Q: I have the results for metallic white tin, computed with every electron included. What is being varied, and what should I look at?

Ansatz 0.2.0, all-electron LAPW calculations with the PBE functional, scalar-relativistic and without spin polarisation, for white tin (I4_1/amd, 2 atoms per cell) at a fixed 27.65 Å³/atom. The sweep value is the plane-wave cutoff in eV; energies are free energies, with a 9×9×9 k mesh and Fermi-Dirac smearing of 0.05 eV.

| sweep density cutoff (eV) | sweep value | energy less tightest (meV/atom) | pressure (GPa) | largest force (eV/Å) |
| --- | --- | --- | --- | --- |
| 320 | 80 | 129.76 | 2.979 | 0.000 |
| 440 | 110 | 26.15 | 1.699 | 0.000 |
| 560 | 140 | 5.79 | 1.464 | 0.000 |
| 720 | 180 | 0.85 | 1.411 | 0.000 |
| 920 | 230 | 0.06 | 1.403 | 0.000 |
| 1160 | 290 | 0.01 | 1.403 | 0.000 |
| 1440 | 360 | 0.01 | 1.403 | 0.000 |
| 1800 | 450 | 0.00 | 1.403 | 0.000 |
| 2240 | 560 | 0.00 | 1.403 | 0.000 |

A: The sweep value is the highest kinetic energy, in eV, of the plane waves that help to build the electron orbitals. Beside it the table lists a density cutoff four times as large in every row, so it can't separate the effects of the two. "Energy less tightest" is the energy per atom counted from the row with the largest basis. The crystal is the same throughout, so whatever changes down the table is an error of the basis and says nothing new about tin.

Q: Then I am puzzled. At 180 eV the energy is already within 1 meV per atom of the final value. Surely the inner electrons of tin move with far higher energies than that?

A: They do. Treat a 1s electron of tin as if it belonged to a one-electron atom of nuclear charge 50, and its kinetic energy is $50^2 \times 13.6$ eV, about 34 keV. That is some 190 times the cutoff. Plane waves alone would have to follow the sharp peak at each nucleus and the rapid oscillations around it, and 180 eV would be hopeless.

The LAPW method never asks this of them. It draws a sphere around each nucleus and describes the orbitals inside by radial functions, obtained by solving the atom-like problem there. These carry the core states and the nodes of the valence states. The plane waves describe only the region between the spheres, where the potential is weak and the orbitals are smooth, and they are joined to the radial functions at the surface.

Q: So the waves have an easy job. That explains a low cutoff, but why does the error collapse so quickly? It goes from 130 meV at 80 eV to less than 0.1 meV at 230 eV.

A: Two things work together. The first is that inside a sphere the plane waves are replaced, so it doesn't matter how the outer function would have continued there. It may continue as a gentle hump instead of a cusp, and a gentle hump contains very few short waves.

The second is that the energy is stationary at the true ground state. If a small amplitude is absent from the orbitals, the energy is wrong only by the square of that amplitude. A modest gain in the orbitals therefore becomes a large gain in the energy.

Q: Can you turn that into a formula?

A: Suppose the hump has the shape $\exp(-r^2/2w^2)$, with $r$ the distance from the nucleus and $w$ a width. Its content of waves with wavevector $K$ then falls as $\exp(-K^2w^2/2)$. Cutting the basis off at $K$ leaves an energy error $\delta$ that follows the square, $\exp(-K^2w^2)$, apart from slowly varying factors. Since the cutoff energy is $E=\hbar^2K^2/2m$, with $m$ the electron mass, the error should fall exponentially with $E$ itself:

$$\ln\delta = a - \frac{E}{E_0},\qquad E_0=\frac{\hbar^2}{2mw^2}.$$

A least-squares line through $\ln\delta$ for the five rows from 80 to 230 eV gives a tenfold smaller error for every 45 eV of cutoff. You can use this at once. At 80 eV the error is 130 meV, and to bring it to 1 meV you need $\log_{10}130 \approx 2.1$ factors of ten. That costs $2.1\times45\approx95$ eV and leads to about 175 eV. The table has 0.85 meV at 180 eV, though that row was part of the fit.

Q: How far should I believe the hump?

A: Believe the exponential form more than the picture behind it. When each of the five rows is left out in turn and predicted from the other four, the typical miss is 8% of the error. An exponential in $K$ instead of $E$ misses by a factor of about 1.6. The Gaussian shape remains an assumption, and the width it implies, roughly half an ångström, is good only as an order of magnitude. At 290 and 360 eV the table still shows 0.01 meV, more than the formula would leave. That is the last printed digit, so it may be a slower tail of the error or mere numerical noise, and these rows can't tell which.

Q: The steps still look irregular to me. The error drops by a factor of 5, then 4.5, then 7, then 14. Does something new set in at high cutoff?

A: No, the steps get wider. The first two span 30 eV each, the next 40 eV and the last 50 eV. Per eV of cutoff, the logarithm of the error falls by nearly the same amount each time, about 0.05. An exponential turns a slightly longer step into a much larger factor.

Q: I care more about the pressure, because it tells me whether the cell has the right size. Does it converge as well?

A: It converges together with the energy. Multiply the pressure error by the volume per atom and you get about twice the energy error at 80 eV, and still more than one and a half times it at 180 eV, while both errors shrink by more than a factor of 100. This is natural if the pressure is the slope of the energy with volume: an error that fades in the energy then fades in its slope too. Why the small basis gives too high a pressure, and not too low a one, these numbers don't settle.

The effect matters in practice. The converged pressure is 1.4 GPa, which means that this level of theory would like a somewhat larger cell. With a bulk modulus of roughly 50 GPa, a recalled figure, the expansion would be about 3% in volume. At 80 eV the pressure is 3.0 GPa and you would infer about 6%, half of it produced by the basis.

Q: The forces are zero even in the first row. Isn't that a sign that the smallest basis is good enough for them?

A: It is a sign of symmetry. Each atom sits at a site where the forces from its neighbours cancel, and a poor basis respects that cancellation as well as a good one. To test forces you would have to displace an atom.

Q: May I then take 180 eV as the cutoff for tin in general, say for a solder joint or an oxide?

A: Take the reasoning along, not the number. In an oxide the short bonds leave less room for the spheres, so the plane waves must follow the orbitals closer to the nuclei and the hump becomes narrower. The formula depends on $Kw$, so half the width would need four times the cutoff energy. A pseudopotential calculation gains its smoothness differently, by altering the potential near the nucleus, and needs a cutoff suited to that potential.

For the tin in a solder joint, the table shows how to keep the basis from distorting a computed energy or volume. Expect the cutoff itself to carry over only if the tin spheres are at least as large as here and no other element in the joint needs a higher one. The sphere radius isn't listed, so repeat the short test for your own cell. It doesn't tell you whether the mesh of $k$ points and the smearing are fine enough. Both were held fixed, and in a metal they need a test of their own.
